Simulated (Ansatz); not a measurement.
# Rb: energies, forces and stress near the listed structure

Aim: see how energy, forces, stress and gap of Rb answer to further strains and shifts, swapped elements, distortions that keep the symmetry, other functionals. Nothing is relaxed unless a step says so.

Computed with Ansatz 0.2.0 (DFT PBEsol, scalar-relativistic, plane waves, PAW, unless a step's input says otherwise).

**1. Starting point**

Symmetry: Fm-3m, No. 225, cubic system. The conventional cell has a = 7.280 Å, b = 7.280 Å, c = 7.280 Å, α = 90.00°, β = 90.00°, γ = 90.00°.

Coordinates:

```
Rb
1.0
     0.00000    3.63988    3.63988
     3.63988    0.00000    3.63988
     3.63988    3.63988    0.00000
Rb
1
Direct
  0.00000 0.00000 0.00000
```

The structure comes from the Materials Project (structure only).

**2. A distortion that keeps the symmetry**

The change: strain xx, yy, zz, yz, xz, xy = -2.4, -2.4, -2.4, +0.0, +0.0, +0.0 %.

Input file input.yaml:

```yaml
crystal:
  lattice:
    - [0.0, 3.5517266633, 3.5517266633]
    - [3.5517266633, 0.0, 3.5517266633]
    - [3.5517266633, 3.5517266633, 0.0]
  atoms:
    - { symbol: Rb, position: [0.0, 0.0, 0.0] }
basis:
  ecutwfc: 420
kpoints:
  mp_grid: { grid: [10, 10, 10] }
hamiltonian:
  xc: pbesol
scf:
  occupations: { method: gaussian, width: 0.1 }
output:
  forces: true
  stress: true
  eigenvalues: true
  populations: true
```

Started as:

```
ansatz run input.yaml --threads 1 --pin off --max-ram 1331MiB --backend cpu --events-out ev --progress --plain --runs-dir out
```

**3. A distortion of lower symmetry**

Input file input.yaml:

```yaml
crystal:
  lattice:
    - [0.0, 4.0108617156, 4.0108617156]
    - [3.5740755552, 0.4367861604, 3.5740755552]
    - [4.0108617156, 4.0108617156, 0.0]
  atoms:
    - { symbol: Rb, position: [0.0, 0.0, 0.0] }
basis:
  ecutwfc: 420
kpoints:
  mp_grid: { grid: [9, 10, 9] }
hamiltonian:
  xc: pbesol
scf:
  occupations: { method: gaussian, width: 0.1 }
output:
  forces: true
  stress: true
  eigenvalues: true
  populations: true
```

**4. A distortion of lower symmetry**

Input file input.yaml:

```yaml
crystal:
  lattice:
    - [0.0, 3.8897263537, 3.8897263537]
    - [3.8897263537, 0.0, 3.8897263537]
    - [3.7441309669, 3.7441309669, 0.1455953868]
  atoms:
    - { symbol: Rb, position: [0.0, 0.0, 0.0] }
basis:
  ecutwfc: 420
kpoints:
  mp_grid: { grid: [9, 9, 10] }
hamiltonian:
  xc: pbesol
scf:
  occupations: { method: gaussian, width: 0.1 }
output:
  forces: true
  stress: true
  eigenvalues: true
  populations: true
```

**5. Substitution of an element, cell strained: Rb → K, first probe**

Input file input.yaml:

```yaml
crystal:
  lattice:
    - [0.0, 3.4621361634, 3.4621361634]
    - [3.4621361634, 0.0, 3.4621361634]
    - [3.4621361634, 3.4621361634, 0.0]
  atoms:
    - { symbol: K, position: [0.0, 0.0, 0.0] }
basis:
  ecutwfc: 420
kpoints:
  mp_grid: { grid: [4, 4, 4] }
hamiltonian:
  xc: pbesol
scf:
  occupations: { method: gaussian, width: 0.1 }
output:
  forces: true
  stress: true
  eigenvalues: true
```

**6. Substitution of an element, cell strained: Rb → K**

input.yaml: that of step 5 with these lines changed.

```diff
@@ -10,3 +10,3 @@
 kpoints:
-  mp_grid: { grid: [4, 4, 4] }
+  mp_grid: { grid: [10, 10, 10] }
 hamiltonian:
@@ -19 +19,2 @@
   eigenvalues: true
+  populations: true
```

**7. Another functional, on a distorted cell: PBE**

Input file input.yaml:

```yaml
crystal:
  lattice:
    - [0.0, 3.6122943442, 3.6122943442]
    - [3.6122943442, 0.0, 3.6122943442]
    - [3.6122943442, 3.6122943442, 0.0]
  atoms:
    - { symbol: Rb, position: [0.0, 0.0, 0.0] }
basis:
  ecutwfc: 420
kpoints:
  mp_grid: { grid: [10, 10, 10] }
hamiltonian:
  xc: pbe
scf:
  occupations: { method: gaussian, width: 0.1 }
output:
  forces: true
  stress: true
  eigenvalues: true
```

**8. One element swapped, cell strained: Rb → Li, first probe**

Input file input.yaml:

```yaml
crystal:
  lattice:
    - [0.0, 2.681070221, 2.681070221]
    - [2.681070221, 0.0, 2.681070221]
    - [2.681070221, 2.681070221, 0.0]
  atoms:
    - { symbol: Li, position: [0.0, 0.0, 0.0] }
basis:
  ecutwfc: 420
kpoints:
  mp_grid: { grid: [6, 6, 6] }
hamiltonian:
  xc: pbesol
scf:
  occupations: { method: gaussian, width: 0.1 }
output:
  forces: true
  stress: true
  eigenvalues: true
```

**9. One element swapped, cell strained: Rb → Li**

input.yaml: that of step 8 with these lines changed.

```diff
@@ -10,3 +10,3 @@
 kpoints:
-  mp_grid: { grid: [6, 6, 6] }
+  mp_grid: { grid: [14, 14, 14] }
 hamiltonian:
```

**10. A change within the space group**

Input file input.yaml:

```yaml
crystal:
  lattice:
    - [0.0, 3.5026246191, 3.5026246191]
    - [3.5026246191, 0.0, 3.5026246191]
    - [3.5026246191, 3.5026246191, 0.0]
  atoms:
    - { symbol: Rb, position: [0.0, 0.0, 0.0] }
basis:
  ecutwfc: 420
kpoints:
  mp_grid: { grid: [10, 10, 10] }
hamiltonian:
  xc: pbesol
scf:
  occupations: { method: gaussian, width: 0.1 }
output:
  forces: true
  stress: true
  eigenvalues: true
```

What does the calculation give? Wanted: for each run, case; energy; pressure; largest force.

As calculated:

```
step                                               case  energy (meV/atom)  pressure (GPa)  largest force (eV/Å)  gap on the mesh (eV)
   2               a distortion that keeps the symmetry               +0.0            -0.1                  0.00                  0.00
   3                     a distortion of lower symmetry             +49.0*            -0.4                  0.00                  0.00
   4                     a distortion of lower symmetry             +45.6*            -0.5                  0.00                  0.00
   6  substitution of an element, cell strained: Rb → K                n/a            -0.4                  0.00                  0.00
   7       another functional, on a distorted cell: PBE                n/a            -0.1                  0.00                  0.00
   9        one element swapped, cell strained: Rb → Li                n/a            -3.0                  0.00                  0.00
  10                    a change within the space group               -0.8             0.0                  0.00                  0.00
```

Energies are counted from step 2, with the smearing taken to zero; a star marks another k mesh, which can shift energies by itself, so starred rows don't rank against the others. Other atoms or functionals have another zero of energy (n/a). A gap of 0.00 means none on the mesh at this level.

The pressure is 0.0 GPa in the smallest cell and -0.5 GPa in the largest; between them shape and moved atoms count too. The distorted cells of the listed formula and level show no gap on the mesh.
